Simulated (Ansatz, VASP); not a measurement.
## HgSe (db): VASP beside Ansatz

The input INCAR:

```
SYSTEM = HgSe
PREC = Accurate ; ENCUT = 520
EDIFF = 1E-6 ; ISMEAR = 0
SIGMA = 0.1 ; LREAL = .False.
LASPH = .True. ; NELM = 100
ALGO = Normal ; ISIF = 2
LWAVE = .False. ; LCHARG = .True.
GGA = PE ; LELF = .True.
LVHAR = .True. ; NBANDS = 16
```

KPOINTS

```
Automatic mesh
0
Gamma
  12 12 12
  0 0 0
```

The input POSCAR:

```
HgSe
1.0
    0.0000000000      3.0390000000      3.0390000000
    3.0390000000      0.0000000000      3.0390000000
    3.0390000000      3.0390000000      0.0000000000
Hg Se
1 1
Direct
    0.0000000000      0.0000000000      0.0000000000
    0.2500000000      0.2500000000      0.2500000000
```

Input for Ansatz:

```yaml
crystal:
  lattice:
    - [0.0, 3.039, 3.039]
    - [3.039, 0.0, 3.039]
    - [3.039, 3.039, 0.0]
  atoms:
    - { symbol: Hg, position: [0.0, 0.0, 0.0] }
    - { symbol: Se, position: [0.25, 0.25, 0.25] }
basis:
  ecutwfc: 420
kpoints:
  mp_grid: { grid: [12, 12, 12] }
  band_path:
    path:
      - [[0.0, 0.0, 0.0], [-0.5, -0.5, 0.0], [-0.375, -0.375, 0.25]]
      - [[-0.375, 0.0, 0.375], [0.0, 0.0, 0.0], [0.0, 0.0, 0.5], [-0.5, -0.25, 0.25], [-0.5, -0.5, 0.0]]
    npoints: 10
hamiltonian:
  xc: pbe
scf:
  occupations: { method: gaussian, width: 0.1 }
  n_extra_bands: 7
output:
  forces: true
  stress: true
  eigenvalues: true
  dos: { projected: false, de: 0.02, nscf_kmesh: { grid: [18, 18, 18] } }
  write_density: true
  write_potential: true
  elf: true
  volumetric_format: npy
```

Alike in both runs: task single point; functional PBE; k mesh 12 × 12 × 12; occupations gaussian, width 0.1 eV; no spin polarisation.

|  | VASP | Ansatz |
| --- | --- | --- |
| version | VASP 6.6.1 | Ansatz 0.2.0 |
| potentials or method | VASP PAW PBE potentials, release 64 (Hg, Se) | scalar-relativistic, plane waves, PAW |
| plane-wave cutoff (eV) | 520 | 420 |
| valence electrons in the cell | 18 | 36 |

```csv
,VASP,Ansatz,Ansatz less VASP
gap on the k mesh at the Fermi level (eV),none,none,-
pressure (GPa),5.0,4.7,-0.31
```

A gap of «none» marks a metal or a gap that the smearing closes. The two sets of potentials don't hold the same shells in valence.

The runs have no spin-orbit coupling, so splittings on Hg are missing.
